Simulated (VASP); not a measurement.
# Ru (P6_3/mmc) in VASP: a series of runs

Runs on Ru. Level: PBEsol. Tasks: single point.

All numbers are computed with VASP 6.6.1; they aren't measurements. Logs are shortened: lines on timing, memory, paths and dates and some standing lists are left out, and cuts for length are marked.

### Step 1. The undisturbed crystal

The structure is hexagonal, space group P6_3/mmc (No. 194). The conventional cell has a = 2.706 Å, b = 2.706 Å, c = 4.282 Å, α = 90.00°, β = 90.00°, γ = 120.00°. Ru (site symmetry -6m2) has 12 Ru at 2.65 to 2.71 Å as nearest neighbours.

### Step 2. Single point, PBEsol (grid = ENCUT=400 dk=0.9 cell=3x3x2 ISMEAR=1 SIGMA=0.1 LREAL=Auto EDIFF=1e-06)

INCAR reads:

```
SYSTEM = Ru
PREC = Accurate
ENCUT = 400
EDIFF = 1E-6
ISMEAR = 1
SIGMA = 0.1
LREAL = Auto
LASPH = .TRUE.
NELM = 120
ALGO = Fast
ISIF = 2
LWAVE = .FALSE.
LCHARG = .FALSE.
GGA = PS
NBANDS = 288
NCORE = 2
KPAR = 1
```

KPOINTS reads:

```
Automatic mesh
0
G
  1 1 1
  0 0 0
```

POSCAR reads:

```
Ru
1.0
    8.1174000000      0.0000000000      0.0000000000
   -4.0587000000      7.0298746128      0.0000000000
    0.0000000000      0.0000000000      8.5638000000
Ru
36
Direct
    0.2222222222      0.1111111111      0.3750000000
    0.2222222222      0.1111111111      0.8750000000
    0.2222222222      0.4444444444      0.3750000000
    0.2222222222      0.4444444444      0.8750000000
    0.2222222222      0.7777777778      0.3750000000
    0.2222222222      0.7777777778      0.8750000000
    0.5555555556      0.1111111111      0.3750000000
    0.5555555556      0.1111111111      0.8750000000
    0.5555555556      0.4444444444      0.3750000000
    0.5555555556      0.4444444444      0.8750000000
    0.5555555556      0.7777777778      0.3750000000
    0.5555555556      0.7777777778      0.8750000000
    0.8888888889      0.1111111111      0.3750000000
    0.8888888889      0.1111111111      0.8750000000
    0.8888888889      0.4444444444      0.3750000000
    0.8888888889      0.4444444444      0.8750000000
    0.8888888889      0.7777777778      0.3750000000
    0.8888888889      0.7777777778      0.8750000000
    0.1111111111      0.2222222222      0.1250000000
    0.1111111111      0.2222222222      0.6250000000
    0.1111111111      0.5555555556      0.1250000000
    0.1111111111      0.5555555556      0.6250000000
    0.1111111111      0.8888888889      0.1250000000
    0.1111111111      0.8888888889      0.6250000000
    0.4444444444      0.2222222222      0.1250000000
    0.4444444444      0.2222222222      0.6250000000
    0.4444444444      0.5555555556      0.1250000000
    0.4444444444      0.5555555556      0.6250000000
    0.4444444444      0.8888888889      0.1250000000
    0.4444444444      0.8888888889      0.6250000000
    0.7777777778      0.2222222222      0.1250000000
    0.7777777778      0.2222222222      0.6250000000
    0.7777777778      0.5555555556      0.1250000000
    0.7777777778      0.5555555556      0.6250000000
    0.7777777778      0.8888888889      0.1250000000
    0.7777777778      0.8888888889      0.6250000000
```

Potentials or basis: VASP PAW PBE potentials, release 64 (Ru_pv).

Run with:

```bash
$ cat potpaw_PBE.64/Ru_pv/POTCAR > POTCAR
$ mpirun -np 4 vasp_std > vasp.out
```

OUTCAR:

```text
SYSTEM = Ru
   PREC = Accurate
   ENCUT = 400
   EDIFF = 1E-6
   ISMEAR = 1
   LREAL = Auto
   LASPH = .TRUE.
   NELM = 120
   ISIF = 2
   GGA = PS

 Found      1 irreducible k-points:

 Following reciprocal coordinates:
            Coordinates               Weight
  0.000000  0.000000  0.000000      1.000000
   k-points           NKPTS =      1   k-points in BZ     NKDIM =      1   number of bands    NBANDS=    288
   number of dos      NEDOS =    301   number of ions     NIONS =     36
   total plane-waves  NPLWV = 163296
   dimension x,y,z NGX =    54 NGY =   54 NGZ =   56
   dimension x,y,z NGXF=   108 NGYF=  108 NGZF=  112
   ions per type =              36
   NGX,Y,Z   is equivalent  to a cutoff of  11.06, 11.06, 10.87 a.u.
   NGXF,Y,Z  is equivalent  to a cutoff of  22.12, 22.12, 21.74 a.u.
 SYSTEM =  Ru
   PREC   = accura    normal or accurate (medium, high low for compatibility)
   ISTART =      0    job   : 0-new  1-cont  2-samecut
   ICHARG =      2    charge: 1-file 2-atom 10-const
   ISPIN  =      1    spin polarized calculation?
   LNONCOLLINEAR =      F non collinear calculations
   LSORBIT =      F    spin-orbit coupling
   LASPH  =      T    aspherical Exc in radial PAW
   ENCUT  =  400.0 eV  29.40 Ry    5.42 a.u.  13.24 13.24 13.97*2*pi/ulx,y,z
   NELM   =    120;   NELMIN=  2; NELMDL= -5     # of ELM steps
   EDIFF  = 0.1E-05   stopping-criterion for ELM
   LREAL  =      T    real-space projection
   EDIFFG = 0.1E-04   stopping-criterion for IOM
   NSW    =      0    number of steps for IOM
   IBRION =     -1    ionic relax: 0-MD 1-quasi-New 2-CG
   NFREE  =      0    steps in history (QN), initial steepest desc. (CG)
   ISIF   =      2    stress and relaxation
   ISYM   =      2    0-nonsym 1-usesym 2-fastsym
   POTIM  = 0.5000    time-step for ionic-motion
   TEBEG  =    0.0;   TEEND  =   0.0 temperature during run
   PSTRESS=    0.0 pullay stress
   NELECT =     504.0000    total number of electrons
   NUPDOWN=      -1.0000    fix difference up-down
   EMIN   =  10.00;   EMAX   =-10.00  energy-range for DOS
   EFERMI =   0.00;   METHOD = LEGACY
   ISMEAR =     1;   SIGMA  =   0.10  broadening in eV -4-tet -1-fermi 0-gaus
   EFERMI_NEDOS =   21; number of points for ismear=-14 and -15
   IALGO  =     68    algorithm
   IMIX   =      4    mixing-type and parameters
     AMIX     =   0.40;   BMIX     =  1.00
     AMIX_MAG =   1.60;   BMIX_MAG =  1.00
  volume/ion in A,a.u.               =      13.57        91.61
  Fermi-wavevector in a.u.,A,eV,Ry     =   1.654022  3.125649 37.222674  2.735789
  Thomas-Fermi vector in A             =   2.742361
   LORBIT       =      0    0 simple, 1 ext, 2 COOP (PROOUT), +10 PAW based schemes
   GGA     = PS    functional components
   LHFCALC =     F    Hartree Fock is set to
   AEXX    =    0.0000 exact exchange contribution
   IVDW    =     0    specifies the selected vdW correction
   LEPSILON=     F    determine dielectric tensor
   LRPA    =     F    only Hartree local field effects (RPA)
 non-spin polarized calculation
 RMM-DIIS sequential band-by-band and
 Methfessel and Paxton  Order N= 1 SIGMA  =   0.10
  energy-cutoff  :      400.00
  volume of cell :      488.69
 maximum number of plane-waves:      8853
 NGX is ok and might be reduce to    54
   NGX = 27   NGY = 27   NGZ = 27

 number of electron     504.0000127 magnetization

 Free energy of the ion-electron system (eV)
  ---------------------------------------------------
  ext. energy  EPLUGINS =         0.00000000
  ---------------------------------------------------
  free energy    TOTEN  =      -349.42338590 eV

  energy without entropy =     -349.45927238  energy(sigma->0) =     -349.43534806

 E-fermi :  13.2447     XC(G=0): -14.2832

 val. band max:       12.9153904461   @ k =   0.0000   0.0000   0.0000
 cond. band min:      13.2641182300   @ k =   0.0000   0.0000   0.0000
 fundamental gap:      0.3487277839
 Fermi energy:        13.2447302133

 k-point     1 :       0.0000    0.0000    0.0000
  band No.  band energies     occupation
      1     -30.9165      2.00000
      2     -30.6476      2.00000
      3     -30.6476      2.00000
      4     -30.6476      2.00000
      5     -30.6476      2.00000
      6     -30.6322      2.00000
[... 256 lines left out ...]
    263      13.3593     -0.06878
    264      13.3593     -0.06878
 [bands above 264 left out]

------------------------ aborting loop because EDIFF is reached ----------------------------------------

  FORCE on cell =-STRESS in cart. coord.  units (eV):
  Direction    XX          YY          ZZ          XY          YZ          ZX
  --------------------------------------------------------------------------------------
  -------------------------------------------------------------------------------------
  Total       60.2063754     60.2063755   -106.8282376      0.0000000      0.0000000      0.0000000
  in kB      197.3885800    197.3885800   -350.2398868      0.0000000      0.0000000      0.0000000
  external PRESSURE =      14.8457577 kB  Pullay stress =       0.0000000 kB

 VOLUME and BASIS-vectors are now :
 -----------------------------------------------------------------------------
  energy-cutoff  :      400.00
  volume of cell :      488.69
      direct lattice vectors                 reciprocal lattice vectors
     8.117400000  0.000000000  0.000000000     0.123192155  0.071125024  0.000000000
    -4.058700000  7.029874613  0.000000000     0.000000000  0.142250048  0.000000000
     0.000000000  0.000000000  8.563800000     0.000000000  0.000000000  0.116770592

 POSITION                                       TOTAL-FORCE (eV/Angst)
 -----------------------------------------------------------------------------------
      1.35290      0.78110      3.21143         0.000000     -0.000000      0.000000
      1.35290      0.78110      7.49333         0.000000      0.000000     -0.000000
      0.00000      3.12439      3.21143         0.000000      0.000000      0.000000
      0.00000      3.12439      7.49333        -0.000000      0.000000      0.000000
     -1.35290      5.46768      3.21143        -0.000000     -0.000000      0.000000
     -1.35290      5.46768      7.49333         0.000000     -0.000000     -0.000000
[... 28 lines left out ...]
      2.70580      6.24878      1.07048        -0.000000     -0.000000     -0.000000
      2.70580      6.24878      5.35238        -0.000000      0.000000     -0.000000
 -----------------------------------------------------------------------------------
    total drift:                                0.000000      0.000000      0.000000

  FREE ENERGIE OF THE ION-ELECTRON SYSTEM (eV)
  ---------------------------------------------------
  free  energy   TOTEN  =      -349.4233858972 eV

  energy  without entropy=     -349.4592723753  energy(sigma->0) =     -349.43534806
```

Run time: 86 s. Hardware: 4 MPI ranks of Intel Xeon 6975P-C (Granite Rapids), shared host; peak memory 0.23 GiB.

The run converged, but some of its settings lie outside the range that counts as converged, so its numbers aren't taken as properties of the crystal.

Results:

```
Free energy : -349.4234 eV
Pressure    : 1.5 GPa
```

Caveat: the k mesh is coarse (spacing up to 0.89 Å⁻¹), so the values aren't converged; the mesh shows a gap though the element is a metal; the PAW data sets were made with another functional, which shifts forces and pressure a little.

### Step 3. Single point, PBEsol (grid = ENCUT=280 dk=0.35 cell=3x3x2 ISMEAR=1 SIGMA=0.1 LREAL=Auto EDIFF=1e-06)

Changes to INCAR since step 2:

```diff
@@ -2,3 +2,3 @@
 PREC = Accurate
-ENCUT = 400
+ENCUT = 280
 EDIFF = 1E-6
@@ -15,3 +15,3 @@
 NBANDS = 288
-NCORE = 2
-KPAR = 1
+NCORE = 1
+KPAR = 2
```

KPOINTS reads:

```
Automatic mesh
0
G
  3 3 3
  0 0 0
```

POSCAR is that of step 2.

Potentials or basis: VASP PAW PBE potentials, release 64 (Ru_pv).

Run with:

```bash
$ cat potpaw_PBE.64/Ru_pv/POTCAR > POTCAR
$ mpirun -np 4 vasp_std > vasp.out
```

Wall time 3.3 min (4 MPI ranks of Intel Xeon 6975P-C (Granite Rapids), shared host); peak memory 0.31 GiB.

The run converged, but some of its settings lie outside the range that counts as converged, so its numbers aren't taken as properties of the crystal.

What came out:

```yaml
Free_energy: -366.8192 eV
Pressure: -7.3 GPa
Band_gap_on_the_k_mesh: none (metal or under the smearing width)
```

Caveat: the cutoff is under 1.25 times the usual one of these potentials, so pressure, stress and relaxed cells hold a basis-set (Pulay) error; the PAW data sets were made with another functional, which shifts forces and pressure a little.

### Step 4. Single point, PBEsol (grid = ENCUT=340 dk=0.35 cell=3x3x2 ISMEAR=1 SIGMA=0.1 LREAL=Auto EDIFF=1e-06)

Changes to INCAR since step 3:

```diff
@@ -2,3 +2,3 @@
 PREC = Accurate
-ENCUT = 280
+ENCUT = 340
 EDIFF = 1E-6
```

KPOINTS is that of step 3.

POSCAR is that of step 3.

Run with:

```bash
$ cat potpaw_PBE.64/Ru_pv/POTCAR > POTCAR
$ mpirun -np 4 vasp_std > vasp.out
```

Wall time 3.7 min (4 MPI ranks of Intel Xeon 6975P-C (Granite Rapids), shared host); peak memory 0.37 GiB.

The run converged, but some of its settings lie outside the range that counts as converged, so its numbers aren't taken as properties of the crystal.

What came out:

| Quantity | Value |
| --- | --- |
| Free energy | -366.4203 eV |
| Pressure | -8.3 GPa |
| Band gap on the k mesh | none (metal or under the smearing width) |

Caveat: the PAW data sets were made with another functional, which shifts forces and pressure a little.

[end of part 1 of 2]
